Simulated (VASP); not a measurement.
Wanted: the native input for a VASP 6.6.1 run.

* Task: single point
* Functional: HSE06
* Potentials or basis: VASP PAW PBE potentials, release 64 (I, K_sv)
* Cutoff: 520 eV
* k mesh: 4 × 4 × 4
* Occupations: gaussian, width 0.02 eV
* Spin: spin-orbit coupling, no magnetisation
* Ladder: free
* Grid for exact exchange (PRECFOCK): Fast
* Screening parameter: 0.2 1/A
* Further INCAR settings: ALGO = Normal; EDIFF = 1e-06

Crystal: KI.

```
CELL_PARAMETERS angstrom
0.00000 3.53277 3.53277
3.53277 0.00000 3.53277
3.53277 3.53277 0.00000
ATOMIC_POSITIONS crystal
I 0.50000 0.50000 0.50000
K 0.00000 0.00000 0.00000
```

One way to write it, as run:

POSCAR

```
KI
1.0
    0.0000000000      3.5327750000      3.5327750000
    3.5327750000      0.0000000000      3.5327750000
    3.5327750000      3.5327750000      0.0000000000
I K
1 1
Direct
    0.5000000000      0.5000000000      0.5000000000
    0.0000000000      0.0000000000      0.0000000000
```

INCAR.step1

```
SYSTEM = KI
PREC = Accurate
ENCUT = 520
EDIFF = 1E-5
ISMEAR = 0
SIGMA = 0.02
LREAL = .False.
LASPH = .True.
NELM = 60
ALGO = Normal
ISIF = 2
LWAVE = .True.
LCHARG = .False.
MAGMOM = 0 0 0 0 0 0
LORBIT = 11
LSORBIT = .True.
GGA_COMPAT = .False.
GGA = PE
KPAR = 4
```

INCAR.step2

```
SYSTEM = KI
PREC = Accurate
ENCUT = 520
EDIFF = 1E-6
ISMEAR = 0
SIGMA = 0.02
LREAL = .False.
LASPH = .True.
NELM = 60
ALGO = Normal
ISIF = 2
LWAVE = .False.
LCHARG = .False.
MAGMOM = 0 0 0 0 0 0
LORBIT = 11
LSORBIT = .True.
GGA_COMPAT = .False.
GGA = PE
LHFCALC = .True.
HFSCREEN = 0.2
PRECFOCK = Fast
ISTART = 1
KPAR = 4
```

KPOINTS

```
Automatic mesh
0
Gamma
  4 4 4
  0 0 0
```

Potentials or basis: VASP PAW PBE potentials, release 64 (I, K_sv).

Command:

```bash
$ cat potpaw_PBE.64/I/POTCAR potpaw_PBE.64/K_sv/POTCAR > POTCAR
$ cp INCAR.step1 INCAR
$ mpirun -np 4 vasp_ncl > vasp.out
$ cp INCAR.step2 INCAR
$ mpirun -np 4 vasp_ncl > vasp.out
```

Results of the run:

```yaml
Pressure: 0.4 GPa
Valence_electrons_inside_the_program's_atomic_spheres: I 4.43; K 7.60
```

Caveat: the k mesh is coarse (spacing up to 0.39 Å⁻¹), so the values aren't converged, least of all with exact exchange; the PAW data sets were made with another functional, which shifts forces and pressure a little.

It took 4.4 min on 4 MPI ranks on Intel(R) Xeon(R) Platinum 8488C (Sapphire Rapids) (shared host), peak memory 0.56 GiB a rank.
